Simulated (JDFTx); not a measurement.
# Al (Fm-3m) in JDFTx: a series of runs

Runs on Al. Level: PBEsol. Tasks: equation of state.

Program: JDFTx 1.7.0 (patched build). These are calculated values, not measurements. Logs are shortened: lines on timing, memory, paths and dates and some standing lists are left out, and cuts for length are marked. The log counts tension as positive stress, the text compression.

**What was measured.**

From “The interpretation of polycrystalline coherent inelastic neutron scattering from aluminium”, 2013, pmc:3831299, for a bulk crystal of Al: bulk modulus 76.9 GPa.

The results are compared with them further down.

## 1. The crystal as given

Symmetry: Fm-3m, No. 225, cubic system. The conventional cell has a = 4.050 Å, b = 4.050 Å, c = 4.050 Å, α = 90.00°, β = 90.00°, γ = 90.00°. Around Al (site symmetry m-3m) lie 12 Al at 2.86 Å.

## 2. Equation of state, PBEsol, 15.61 Å³/atom (volume scaled by 0.94)

File Al.in:

```
lattice \
    0.0000000000     3.7482166844     3.7482166844 \
    3.7482166844     0.0000000000     3.7482166844 \
    3.7482166844     3.7482166844     0.0000000000
coords-type Cartesian
ion Al     0.0000000000     0.0000000000     0.0000000000 1

ion-species pseudo/Al.upf
elec-cutoff 20
elec-ex-corr gga-PBEsol
kpoint-folding 11 11 11
elec-smearing Fermi 0.0018374661
elec-n-bands 6
electronic-SCF nIterations 100 energyDiffThreshold 1e-09
electronic-minimize nIterations 30 energyDiffThreshold 1e-7
forces-output-coords Cartesian

dump-name run.$VAR
dump End Ecomponents EigStats BandEigs Kpoints Forces Stress ElecDensity Dtot KEdensity
```

Potentials or basis: PseudoDojo-SR-PBEsol-0.4.1-standard.

On the command line:

```
$ jdftx -c 1 -i Al.in -o Al.out
```

The log of the run:

```text
*************** JDFTx 1.7.0 (patched build) ***************

Input parsed successfully to the following command list (including defaults):
[... the input with its defaults ...]

---------- Setting up symmetries ----------

Found 48 point-group symmetries of the bravais lattice
Found 48 space-group symmetries with basis
Applied RMS atom displacement 0 bohrs to make symmetries exact.

---------- Initializing the Grid ----------
R =
[            0      3.74822      3.74822  ]
[      3.74822            0      3.74822  ]
[      3.74822      3.74822            0  ]
unit cell volume = 105.318
G =
[  -0.838157   0.838157   0.838157  ]
[   0.838157  -0.838157   0.838157  ]
[   0.838157   0.838157  -0.838157  ]
Minimum fftbox size, Smin = [  24  24  24  ]
Chosen fftbox size, S = [  24  24  24  ]

---------- Exchange Correlation functional ----------
Initalized PBEsol GGA exchange.
Initalized PBEsol GGA correlation.

---------- Setting up pseudopotentials ----------
Width of ionic core gaussian charges (only for fluid interactions / plotting) set to 0

Reading pseudopotential file 'pseudo/Al.upf':
  'Al' pseudopotential, 'PBESOL' functional
  Generated using ONCVPSP code by D. R. Hamann
  3 valence electrons, 2 orbitals, 6 projectors, 1001 radial grid points, with lMax = 2
    3S    l: 0   occupation:  2.0   eigenvalue: -0.283523
    3P    l: 1   occupation:  1.0   eigenvalue: -0.098840
  Core radius for overlap checks: 1.74 bohrs.

Initialized 1 species with 1 total atoms.

Folded 1 k-points by 11x11x11 to 1331 k-points.

---------- Setting up k-points, bands, fillings ----------
Reduced to 56 k-points under symmetry.
Computing the number of bands and number of electrons
Calculating initial fillings.
nElectrons:   3.000000   nBands: 6   nStates: 56

----- Setting up reduced wavefunction bases (one per k-point) -----
average nbasis = 449.896 , ideal nbasis = 449.928

---------- Setting up ewald sum ----------
Optimum gaussian width for ewald sums = 1.910852 bohr.
Real space sum over 2197 unit cells with max indices [  6  6  6  ]
Reciprocal space sum over 2197 terms with max indices [  6  6  6  ]

---------- Allocating electronic variables ----------
Initializing wave functions:  linear combination of atomic orbitals
Note: number of bands (6) exceeds available atomic orbitals (4)
Al pseudo-atom occupations:   s ( 2 )  p ( 1 )
	FillingsUpdate:  mu: +0.333166622  nElectrons: 3.000000
LCAOMinimize: Iter:   0  F: -2.0723353151455970  |grad|_K:  1.541e-04  alpha:  1.000e+00
	FillingsUpdate:  mu: +0.333191040  nElectrons: 3.000000
LCAOMinimize: Iter:   1  F: -2.0723585093685566  |grad|_K:  1.238e-06  alpha:  9.681e-01  linmin:  5.337e-02  cgtest: -4.366e-01
	FillingsUpdate:  mu: +0.333190999  nElectrons: 3.000000
LCAOMinimize: Iter:   2  F: -2.0723585105835776  |grad|_K:  5.456e-07  alpha:  9.753e-01  linmin: -1.996e-04  cgtest:  4.478e-01
LCAOMinimize: Encountered beta<0, resetting CG.
	FillingsUpdate:  mu: +0.333190912  nElectrons: 3.000000
LCAOMinimize: Iter:   3  F: -2.0723585108729492  |grad|_K:  3.705e-09  alpha:  9.638e-01  linmin: -1.307e-02  cgtest:  9.775e-02
LCAOMinimize: Encountered beta<0, resetting CG.
LCAOMinimize: Converged (|Delta F|<1.000000e-06 for 2 iters).

-------- Electronic minimization -----------
Will mix electronic density at each iteration.
	FillingsUpdate:  mu: +0.333190912  nElectrons: 3.000000
	FillingsUpdate:  mu: +0.310945357  nElectrons: 3.000000
SCF: Cycle:  0   F: -2.098727781377767   dF: -2.637e-02   |Residual|: 7.921e-03   |deigs|: 7.270e-01
	FillingsUpdate:  mu: +0.310763107  nElectrons: 3.000000
SCF: Cycle:  1   F: -2.098954920237420   dF: -2.271e-04   |Residual|: 4.451e-03   |deigs|: 1.113e-02
	FillingsUpdate:  mu: +0.310752701  nElectrons: 3.000000
SCF: Cycle:  2   F: -2.098970501130200   dF: -1.558e-05   |Residual|: 2.294e-04   |deigs|: 2.971e-03
	FillingsUpdate:  mu: +0.310751876  nElectrons: 3.000000
SCF: Cycle:  3   F: -2.098971833941552   dF: -1.333e-06   |Residual|: 1.045e-04   |deigs|: 1.010e-03
	FillingsUpdate:  mu: +0.310751605  nElectrons: 3.000000
SCF: Cycle:  4   F: -2.098972220154735   dF: -3.862e-07   |Residual|: 1.161e-05   |deigs|: 5.497e-04
	FillingsUpdate:  mu: +0.310751777  nElectrons: 3.000000
SCF: Cycle:  5   F: -2.098972296547106   dF: -7.639e-08   |Residual|: 6.991e-06   |deigs|: 4.255e-04
	FillingsUpdate:  mu: +0.310751976  nElectrons: 3.000000
SCF: Cycle:  6   F: -2.098972324666949   dF: -2.812e-08   |Residual|: 1.384e-06   |deigs|: 5.330e-04
	FillingsUpdate:  mu: +0.310751979  nElectrons: 3.000000
SCF: Cycle:  7   F: -2.098972329539434   dF: -4.872e-09   |Residual|: 1.594e-06   |deigs|: 5.697e-04
	FillingsUpdate:  mu: +0.310752065  nElectrons: 3.000000
SCF: Cycle:  8   F: -2.098972331743090   dF: -2.204e-09   |Residual|: 1.205e-06   |deigs|: 1.119e-03
	FillingsUpdate:  mu: +0.310752035  nElectrons: 3.000000
SCF: Cycle:  9   F: -2.098972332054591   dF: -3.115e-10   |Residual|: 1.211e-07   |deigs|: 4.410e-04
	FillingsUpdate:  mu: +0.310752032  nElectrons: 3.000000
SCF: Cycle: 10   F: -2.098972332202373   dF: -1.478e-10   |Residual|: 2.882e-07   |deigs|: 3.977e-04
SCF: Converged (|Delta E|<1.000000e-09 for 2 iters).

Setting wave functions to eigenvectors of Hamiltonian

# Stress tensor in Cartesian coordinates [Eh/a0^3]:
[ -0.000110998            0            0  ]
[            0 -0.000110998            0  ]
[            0            0 -0.000110998  ]

# Ionic positions in cartesian coordinates:
ion Al   0.000000000000000   0.000000000000000   0.000000000000000 1

# Forces in Cartesian coordinates:
force Al   0.000000000000000   0.000000000000000  -0.000000000000000 1

# Energy components:
   Eewald =       -2.7522260678500303
       EH =        0.0039160798292132
     Eloc =        0.2194608500641546
      Enl =        0.4207655201607648
      Exc =       -1.0975921328250762
 Exc_core =        0.2212811374022013
       KE =        0.8855645993379503
-------------------------------------
     Etot =       -2.0988300138808218
       TS =        0.0001423183215506
-------------------------------------
        F =       -2.0989723322023726

IonicMinimize: Iter:   0  F: -2.098972332202373  |grad|_K:  0.000e+00
IonicMinimize: Converged (|grad|_K<1.000000e-04).

#--- Lowdin population analysis ---
# oxidation-state Al +0.046

Dumping 'run.eigStats' ...
	eMin: -0.112557 at state 0 ( [ +0.000000 +0.000000 +0.000000 ] spin 0 )
	HOMO: +0.309179 at state 32 ( [ +0.000000 +0.363636 -0.454545 ] spin 0 )
	mu  : +0.310752
	LUMO: +0.312040 at state 38 ( [ +0.090909 +0.181818 +0.454545 ] spin 0 )
	eMax: +1.006694 at state 28 ( [ +0.000000 +0.272727 -0.363636 ] spin 0 )
	HOMO-LUMO gap: +0.002861
	Optical gap  : +0.029215 at state 32 ( [ +0.000000 +0.363636 -0.454545 ] spin 0 )
Done!
```

Wall time 5.7 s (1 thread of Arm Neoverse V2, shared host); peak memory 0.05 GiB.

What came out:

```yaml
Free_energy: -57.1159 eV
Pressure: 3.3 GPa
Band_gap_on_the_k_mesh: none (metal or under the smearing width)
```

## 3. Equation of state, PBEsol, 15.94 Å³/atom (volume scaled by 0.96)

File Al.in:

```
lattice \
    0.0000000000     3.7746134462     3.7746134462 \
    3.7746134462     0.0000000000     3.7746134462 \
    3.7746134462     3.7746134462     0.0000000000
coords-type Cartesian
ion Al     0.0000000000     0.0000000000     0.0000000000 1

ion-species pseudo/Al.upf
elec-cutoff 20
elec-ex-corr gga-PBEsol
kpoint-folding 11 11 11
elec-smearing Fermi 0.0018374661
elec-n-bands 6
electronic-SCF nIterations 100 energyDiffThreshold 1e-09
electronic-minimize nIterations 30 energyDiffThreshold 1e-7
forces-output-coords Cartesian

dump-name run.$VAR
dump End Ecomponents EigStats BandEigs Kpoints Forces Stress
```

Potentials or basis: PseudoDojo-SR-PBEsol-0.4.1-standard.

On the command line:

```
$ jdftx -c 1 -i Al.in -o Al.out
```

Wall time 5.6 s (1 thread of Arm Neoverse V2, shared host); peak memory 0.05 GiB.

It converged, with:

* Free energy: -57.1207 eV
* Pressure: 1.3 GPa
* Band gap on the k mesh: none (metal or under the smearing width)

## 4. Equation of state, PBEsol, 16.27 Å³/atom (volume scaled by 0.98)

Edit Al.in of step 3 so:

```diff
@@ -1,5 +1,5 @@
 lattice \
-    0.0000000000     3.7746134462     3.7746134462 \
-    3.7746134462     0.0000000000     3.7746134462 \
-    3.7746134462     3.7746134462     0.0000000000
+    0.0000000000     3.8006460856     3.8006460856 \
+    3.8006460856     0.0000000000     3.8006460856 \
+    3.8006460856     3.8006460856     0.0000000000
 coords-type Cartesian
```

On the command line:

```
$ jdftx -c 1 -i Al.in -o Al.out
```

It took 5.7 s on 1 thread of Arm Neoverse V2, shared host; peak memory 0.05 GiB.

It converged, with:

* Free energy: -57.1215 eV
* Pressure: -0.5 GPa
* Band gap on the k mesh: none (metal or under the smearing width)

## 5. Equation of state, PBEsol, 16.60 Å³/atom

Edit Al.in of step 4 so:

```diff
@@ -1,5 +1,5 @@
 lattice \
-    0.0000000000     3.8006460856     3.8006460856 \
-    3.8006460856     0.0000000000     3.8006460856 \
-    3.8006460856     3.8006460856     0.0000000000
+    0.0000000000     3.8263269058     3.8263269058 \
+    3.8263269058     0.0000000000     3.8263269058 \
+    3.8263269058     3.8263269058     0.0000000000
 coords-type Cartesian
```

On the command line:

```
$ jdftx -c 1 -i Al.in -o Al.out
```

Wall time 5.7 s (1 thread of Arm Neoverse V2, shared host); peak memory 0.05 GiB.

It converged, with:

* Free energy: -57.1189 eV
* Pressure: -2.1 GPa
* Band gap on the k mesh: none (metal or under the smearing width)

## 6. Equation of state, PBEsol, 16.93 Å³/atom (volume scaled by 1.02)

Edit Al.in of step 5 so:

```diff
@@ -1,5 +1,5 @@
 lattice \
-    0.0000000000     3.8263269058     3.8263269058 \
-    3.8263269058     0.0000000000     3.8263269058 \
-    3.8263269058     3.8263269058     0.0000000000
+    0.0000000000     3.8516675575     3.8516675575 \
+    3.8516675575     0.0000000000     3.8516675575 \
+    3.8516675575     3.8516675575     0.0000000000
 coords-type Cartesian
```

Potentials or basis: PseudoDojo-SR-PBEsol-0.4.1-standard.

On the command line:

```
$ jdftx -c 1 -i Al.in -o Al.out
```

Run time: 5.7 s. Hardware: 1 thread of Arm Neoverse V2, shared host; peak memory 0.05 GiB.

Results (log left out):

| Quantity | Value |
| --- | --- |
| Free energy | -57.1131 eV |
| Pressure | -3.5 GPa |
| Band gap on the k mesh | none (metal or under the smearing width) |

## 7. Equation of state, PBEsol, 17.27 Å³/atom (volume scaled by 1.04)

Edit Al.in of step 6 so:

```diff
@@ -1,5 +1,5 @@
 lattice \
-    0.0000000000     3.8516675575     3.8516675575 \
-    3.8516675575     0.0000000000     3.8516675575 \
-    3.8516675575     3.8516675575     0.0000000000
+    0.0000000000     3.8766790868     3.8766790868 \
+    3.8766790868     0.0000000000     3.8766790868 \
+    3.8766790868     3.8766790868     0.0000000000
 coords-type Cartesian
```

On the command line:

```
$ jdftx -c 1 -i Al.in -o Al.out
```

It took 5.7 s on 1 thread of Arm Neoverse V2, shared host; peak memory 0.05 GiB.

The run converged. Its results:

```yaml
Free_energy: -57.1046 eV
Pressure: -4.7 GPa
Band_gap_on_the_k_mesh: none (metal or under the smearing width)
```

## 8. Equation of state, PBEsol, 17.60 Å³/atom (volume scaled by 1.06)

Edit Al.in of step 7 so:

```diff
@@ -1,5 +1,5 @@
 lattice \
-    0.0000000000     3.8766790868     3.8766790868 \
-    3.8766790868     0.0000000000     3.8766790868 \
-    3.8766790868     3.8766790868     0.0000000000
+    0.0000000000     3.9013719759     3.9013719759 \
+    3.9013719759     0.0000000000     3.9013719759 \
+    3.9013719759     3.9013719759     0.0000000000
 coords-type Cartesian
```

On the command line:

```
$ jdftx -c 1 -i Al.in -o Al.out
```

Run time: 5.8 s. Hardware: 1 thread of Arm Neoverse V2, shared host; peak memory 0.05 GiB.

It converged, with:

* Free energy: -57.0936 eV
* Pressure: -5.9 GPa
* Band gap on the k mesh: none (metal or under the smearing width)

## 9. Equation of state, PBEsol

Potentials or basis: PseudoDojo-SR-PBEsol-0.4.1-standard.

This step only gathers the single runs of the series.

Results:

```yaml
Equilibrium_volume: 16.18 Å³/atom
Bulk_modulus: 84 GPa
Pressure_derivative_of_the_bulk_modulus: 4.5
```

Energy against volume, from the lowest point:
| volume (Å³/atom) | energy (meV/atom) |
| --- | --- |
| 15.607 | 5.56 |
| 15.939 | 0.84 |
| 16.271 | 0.00 |
| 16.603 | 2.63 |
| 16.935 | 8.37 |
| 17.267 | 16.90 |
| 17.599 | 27.89 |

## 10. Comparison with measurements

Step 9. Measured bulk modulus of Al: 76.9 GPa (quoted in “The interpretation of polycrystalline coherent inelastic neutron scattering from aluminium”, 2013, pmc:3831299). This calculation gives 84 GPa (+9.3 %). The fit is for a static lattice scaled at fixed shape and fixed fractional positions. The cell as given is a measured one (16.60 Å³/atom); PBEsol puts the equilibrium volume -2.5 % from it, thermal expansion not counted.
